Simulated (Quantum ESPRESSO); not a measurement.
# PtS2 (C2/m) in Quantum ESPRESSO: notebook, part 2 of 2

Quantum ESPRESSO 7.5. Earlier steps stand in the parts before.

## 3. Single point, PBEsol+U, collinear spin, ferromagnetic start

Contents of pw.in:

```
&CONTROL
  calculation = 'scf'
  prefix = 'pwscf'
  outdir = './tmp'
  pseudo_dir = './pseudo'
  tprnfor = .true.
  disk_io = 'nowf'
/
&SYSTEM
  ibrav = 0
  nat = 3
  ntyp = 2
  ecutwfc = 90
  nbnd = 25
  occupations = 'smearing'
  smearing = 'gaussian'
  degauss = 0.00367493
  nspin = 2
  starting_magnetization(1) = 0.2222
  starting_magnetization(2) = 0
  tot_magnetization = 4
  nosym = .true.
  starting_ns_eigenvalue(1,1,1) = 1
  starting_ns_eigenvalue(2,1,1) = 1
  starting_ns_eigenvalue(3,1,1) = 1
  starting_ns_eigenvalue(4,1,1) = 1
  starting_ns_eigenvalue(5,1,1) = 1
  starting_ns_eigenvalue(1,2,1) = 0
  starting_ns_eigenvalue(2,2,1) = 0
  starting_ns_eigenvalue(3,2,1) = 0
  starting_ns_eigenvalue(4,2,1) = 0
  starting_ns_eigenvalue(5,2,1) = 1
/
&ELECTRONS
  conv_thr = 1.2d-07
  electron_maxstep = 120
  mixing_beta = 0.3
  mixing_ndim = 12
  mixing_fixed_ns = 12
/
ATOMIC_SPECIES
Pt   195.0840 Pt.upf
S     32.0600 S.upf
CELL_PARAMETERS angstrom
   3.1165126000   -1.9104842100    0.0000000000
   3.1165126000    1.9104842100    0.0000000000
  -0.0030682400    0.0000000000    4.3949362900
ATOMIC_POSITIONS crystal
Pt     0.0000000000    0.0000000000    0.0000000000
S      0.6879000000    0.6879000000    0.2889000000
S      0.3121000000    0.3121000000    0.7111000000
K_POINTS automatic
3 3 3 0 0 0
HUBBARD {atomic}
U Pt-5d 4.0
```

Potentials or basis: PseudoDojo 0.4 SR PBEsol stringent.

The run is started by

```sh
$ OMP_NUM_THREADS=1 pw.x -in pw.in > pw.out
```

pw.out:

```text
This program is part of the open-source Quantum ESPRESSO suite
     for quantum simulation of materials; please cite
[... 6 lines left out ...]
     --------------------
     sticks:   dense  smooth     PW     G-vecs:    dense   smooth      PW
     Sum        1219    1219    345                40761    40761    6167

     Using Slab Decomposition

     bravais-lattice index     =            0
     lattice parameter (alat)  =       6.9079  a.u.
     unit-cell volume          =     353.1763 (a.u.)^3
     number of atoms/cell      =            3
     number of atomic types    =            2
     number of electrons       =        30.00 (up:  17.00, down:  13.00)
     number of Kohn-Sham states=           25
     kinetic-energy cutoff     =      90.0000  Ry
     charge density cutoff     =     360.0000  Ry
     scf convergence threshold =      1.2E-07
     mixing beta               =       0.3000
     number of iterations used =           12  plain     mixing
     Exchange-correlation= PBESOL
                           (   1   4  10   8   0   0   0)
     Hubbard projectors: atomic
     Hubbard parameters of DFT+U (Dudarev formulation) in eV:
     U(Pt-5d) =  4.0000

     Internal variables: lda_plus_u =T, lda_plus_u_kind = 0

     Internal variables: orbital_resolved =F, hub_pot_fix =F, apply_U = F

     celldm(1)=   6.907873  celldm(2)=   0.000000  celldm(3)=   0.000000
     celldm(4)=   0.000000  celldm(5)=   0.000000  celldm(6)=   0.000000

     crystal axes: (cart. coord. in units of alat)
               a(1) = (   0.852557  -0.522634   0.000000 )
               a(2) = (   0.852557   0.522634   0.000000 )
               a(3) = (  -0.000839   0.000000   1.202284 )

     reciprocal axes: (cart. coord. in units 2 pi/alat)
               b(1) = (  0.586471 -0.956692  0.000409 )
               b(2) = (  0.586471  0.956692  0.000409 )
               b(3) = ( -0.000000  0.000000  0.831750 )

     PseudoPot. # 1 for Pt read from file:
     Pt.upf
     Pseudo is Norm-conserving + core correction, Zval = 18.0
     Generated using ONCVPSP code by D. R. Hamann
     Using radial grid of 1358 points,  8 beta functions with:
                l(1) =   0
                l(2) =   0
                l(3) =   1
                l(4) =   1
                l(5) =   2
                l(6) =   2
                l(7) =   3
                l(8) =   3

     PseudoPot. # 2 for S  read from file:
     S.upf
     Pseudo is Norm-conserving + core correction, Zval =  6.0
     Generated using ONCVPSP code by D. R. Hamann
     Using radial grid of 1146 points,  6 beta functions with:
                l(1) =   0
                l(2) =   0
                l(3) =   1
[... 387 lines left out ...]
    13.3908  16.6922  17.5203  19.7627  20.4607  20.5724  22.1763  23.1850
    24.0504
[... 45 lines left out ...]
   -88.9518 -43.3199 -43.2363 -42.7662  -2.1073  -1.9811   3.6611   4.0583
     4.4036   5.0176   5.0955   5.8039   9.1242  10.0526  10.0619  10.8854
    11.0150  15.4228  19.0161  19.5085  20.0186  22.2291  23.1061  24.4893
    25.3896

          k =-0.0000-0.6378 0.2773 (  5094 PWs)   bands (ev):

   -88.9514 -43.3199 -43.2362 -42.7665  -2.3613  -1.7875   3.5899   3.7352
     4.9894   5.3862   5.6791   5.8855   7.7821   8.1450   8.4184  12.7600
    13.4221  17.3570  18.7948  19.7170  19.9653  21.9803  22.2836  22.5822
    24.4098

          k =-0.0000-0.6378-0.2773 (  5094 PWs)   bands (ev):

   -88.9514 -43.3199 -43.2362 -42.7665  -2.3613  -1.7875   3.5899   3.7352
     4.9894   5.3860   5.6792   5.8855   7.7821   8.1451   8.4183  12.7600
    13.4221  17.3570  18.7948  19.7170  19.9653  21.9803  22.2836  22.5822
    24.4099

 ------ SPIN DOWN ----------

          k = 0.0000 0.0000 0.0000 (  5103 PWs)   bands (ev):

   -87.9605 -42.0671 -41.9651 -41.7251  -2.8679   1.1977   4.1969   7.2000
     7.5492   9.1803  10.1603  10.4677  11.0233  12.0015  12.9351  13.2666
    13.7330  15.7808  16.9233  18.5510  21.0949  23.7697  24.0146  24.3746
    25.2282
[... 17 lines left out ...]
   -87.9593 -42.0712 -41.9697 -41.7249  -1.3643   0.1813   5.0374   5.8574
     7.3058   8.5837   9.7434  10.3506  10.8537  11.4901  12.4857  12.9850
    13.1817  16.7129  17.4838  20.8007  21.8357  23.1198  23.9834  24.6378
    25.6831

          k = 0.1955 0.3189-0.2771 (  5092 PWs)   bands (ev):

   -87.9593 -42.0712 -41.9697 -41.7251  -1.0394  -0.4301   5.7535   6.5024
     6.8817   8.6394   9.1982  10.1384  10.4104  10.8926  11.0170  14.3820
    14.8141  17.3924  18.4433  20.5434  21.2173  21.3929  22.9623  23.9839
    24.8181
[... 45 lines left out ...]
   -87.9601 -42.0742 -41.9702 -41.7246  -0.3591  -0.3042   5.1555   5.4620
     7.9103   8.9499   9.0071   9.2953  10.4906  11.5133  11.7314  12.8079
    13.0587  16.3611  19.7349  20.2156  20.7424  22.9253  24.0421  25.4811
    26.1563

          k =-0.0000-0.6378 0.2773 (  5094 PWs)   bands (ev):

   -87.9601 -42.0743 -41.9703 -41.7248  -0.6559   0.0742   5.7469   6.1747
     6.9376   7.5052   8.7087   9.7239   9.9173  10.9091  11.1418  14.3679
    14.8814  18.3416  19.4989  20.4826  20.6553  22.7479  23.0985  23.3879
    25.2087

          k =-0.0000-0.6378-0.2773 (  5094 PWs)   bands (ev):

   -87.9601 -42.0743 -41.9703 -41.7248  -0.6560   0.0744   5.7459   6.1748
     6.9379   7.5062   8.7084   9.7234   9.9175  10.9088  11.1420  14.3676
    14.8818  18.3416  19.4989  20.4826  20.6553  22.7479  23.0985  23.3879
    25.2087

     the spin up/dw Fermi energies are    13.9568   10.7337 ev

!    total energy              =    -304.44241589 Ry
     estimated scf accuracy    <       0.00000009 Ry
     smearing contrib. (-TS)   =      -0.00025623 Ry
     internal energy E=F+TS    =    -304.44215966 Ry

     The total energy is F=E-TS. E is the sum of the following terms:
     one-electron contribution =    -117.28228804 Ry
     hartree contribution      =      71.14518882 Ry
     xc contribution           =     -59.81467494 Ry
     ewald contribution        =    -198.49038550 Ry
     Hubbard energy            =      -0.00000000 Ry

     total magnetization       =     4.00 Bohr mag/cell
     absolute magnetization    =     4.00 Bohr mag/cell

     convergence has been achieved in  12 iterations

     Forces acting on atoms (cartesian axes, Ry/au):

     atom    1 type  1   force =    -0.00000052   -0.00000005    0.00000020
     atom    2 type  2   force =    -0.03368821   -0.00000577    0.02629738
     atom    3 type  2   force =     0.03368872    0.00000583   -0.02629758

     Total force =     0.060440     Total SCF correction =     0.000308

=------------------------------------------------------------------------------=
   JOB DONE.
=------------------------------------------------------------------------------=
```

It took 60 s on 1 thread of Arm Neoverse V2, shared host; peak memory 0.17 GiB.

The run converged, but runs of this kind are known to go wrong with this program or these potentials, so none of its numbers is taken as a property of the crystal.

Caveat: the k mesh is coarse (spacing up to 0.64 Å⁻¹), so the values aren't converged; the total moment is fixed, so each spin has its own Fermi level; forces of over 1 eV/Å show positions far from the minimum, so gaps and moduli don't describe the material at rest.

## 4. Single point, PBEsol+U, collinear spin, ferromagnetic start

pw.in, as its differences from that of step 3:

```diff
@@ -12,3 +12,3 @@
   ntyp = 2
-  ecutwfc = 90
+  ecutwfc = 63
   nbnd = 25
@@ -22,12 +22,2 @@
   nosym = .true.
-  starting_ns_eigenvalue(1,1,1) = 1
-  starting_ns_eigenvalue(2,1,1) = 1
-  starting_ns_eigenvalue(3,1,1) = 1
-  starting_ns_eigenvalue(4,1,1) = 1
-  starting_ns_eigenvalue(5,1,1) = 1
-  starting_ns_eigenvalue(1,2,1) = 0
-  starting_ns_eigenvalue(2,2,1) = 0
-  starting_ns_eigenvalue(3,2,1) = 0
-  starting_ns_eigenvalue(4,2,1) = 0
-  starting_ns_eigenvalue(5,2,1) = 1
 /
@@ -38,3 +28,4 @@
   mixing_ndim = 12
-  mixing_fixed_ns = 12
+  startingpot = 'file'
+  mixing_fixed_ns = 8
 /
@@ -52,3 +43,3 @@
 K_POINTS automatic
-3 3 3 0 0 0
+4 4 4 0 0 0
 HUBBARD {atomic}
```

Contents of start.in:

```
&CONTROL
  calculation = 'scf'
  prefix = 'pwscf'
  outdir = './tmp'
  pseudo_dir = './pseudo'
  disk_io = 'nowf'
/
&SYSTEM
  ibrav = 0
  nat = 3
  ntyp = 2
  ecutwfc = 63
  nbnd = 25
  occupations = 'smearing'
  smearing = 'gaussian'
  degauss = 0.00367493
  nspin = 2
  starting_magnetization(1) = 0.2222
  starting_magnetization(2) = 0
  tot_magnetization = 4
  nosym = .true.
/
&ELECTRONS
  conv_thr = 1.2d-07
  electron_maxstep = 1
  mixing_beta = 0.3
  mixing_ndim = 12
  scf_must_converge = .false.
/
ATOMIC_SPECIES
Pt   195.0840 Pt.upf
S     32.0600 S.upf
CELL_PARAMETERS angstrom
   3.1165126000   -1.9104842100    0.0000000000
   3.1165126000    1.9104842100    0.0000000000
  -0.0030682400    0.0000000000    4.3949362900
ATOMIC_POSITIONS crystal
Pt     0.0000000000    0.0000000000    0.0000000000
S      0.6879000000    0.6879000000    0.2889000000
S      0.3121000000    0.3121000000    0.7111000000
K_POINTS automatic
4 4 4 0 0 0
HUBBARD {atomic}
U Pt-5d 4.0
```

Contents of occup.txt:

```
 1.0000  0.0000  0.0000  0.0000  0.0000
 0.0000  1.0000  0.0000  0.0000  0.0000
 0.0000  0.0000  1.0000  0.0000  0.0000
 0.0000  0.0000  0.0000  1.0000  0.0000
 0.0000  0.0000  0.0000  0.0000  1.0000
 0.0129  0.0840 -0.0423 -0.0180  0.0598
 0.0840  0.5463 -0.2754 -0.1169  0.3890
-0.0423 -0.2754  0.1388  0.0589 -0.1961
-0.0180 -0.1169  0.0589  0.0250 -0.0832
 0.0598  0.3890 -0.1961 -0.0832  0.2769
 0.0000  0.0000  0.0000  0.0000  0.0000
 0.0000  0.0000  0.0000  0.0000  0.0000
 0.0000  0.0000  0.0000  0.0000  0.0000
 0.0000  0.0000  0.0000  0.0000  0.0000
 0.0000  0.0000  0.0000  0.0000  0.0000
 0.0000  0.0000  0.0000  0.0000  0.0000
 0.0000  0.0000  0.0000  0.0000  0.0000
 0.0000  0.0000  0.0000  0.0000  0.0000
 0.0000  0.0000  0.0000  0.0000  0.0000
 0.0000  0.0000  0.0000  0.0000  0.0000
 0.0000  0.0000  0.0000  0.0000  0.0000
 0.0000  0.0000  0.0000  0.0000  0.0000
 0.0000  0.0000  0.0000  0.0000  0.0000
 0.0000  0.0000  0.0000  0.0000  0.0000
 0.0000  0.0000  0.0000  0.0000  0.0000
 0.0000  0.0000  0.0000  0.0000  0.0000
 0.0000  0.0000  0.0000  0.0000  0.0000
 0.0000  0.0000  0.0000  0.0000  0.0000
 0.0000  0.0000  0.0000  0.0000  0.0000
 0.0000  0.0000  0.0000  0.0000  0.0000
```

The run is started by

```sh
$ OMP_NUM_THREADS=1 pw.x -in start.in > start.out
$ cp occup.txt tmp/pwscf.save/occup.txt
$ OMP_NUM_THREADS=1 pw.x -in pw.in > pw.out
```

Wall time 8.1 min (1 thread of Arm Neoverse V2, shared host); peak memory 0.17 GiB.

These settings aren't checked as converged (typed here: k = 4 × 4 × 4; ecut_scale = 0.7): the numbers below hold their error.

Results:

| Property | Result |
| --- | --- |
| Free energy | -4147.0117 eV |
| Largest force | 0.744 eV/Å |
| Net moment | 4.00 μB per cell |
| Absolute moment | 4.00 μB per cell |
| Site moments | Pt +1.01; S +0.95 μB |
| Valence electrons inside the program's atomic spheres | Pt 14.51; S 3.76 |

Caveat: the k mesh is coarse (spacing up to 0.48 Å⁻¹), so the values aren't converged; the cutoff lies well under what these potentials need, so the values aren't converged; the total moment is fixed, so each spin has its own Fermi level.
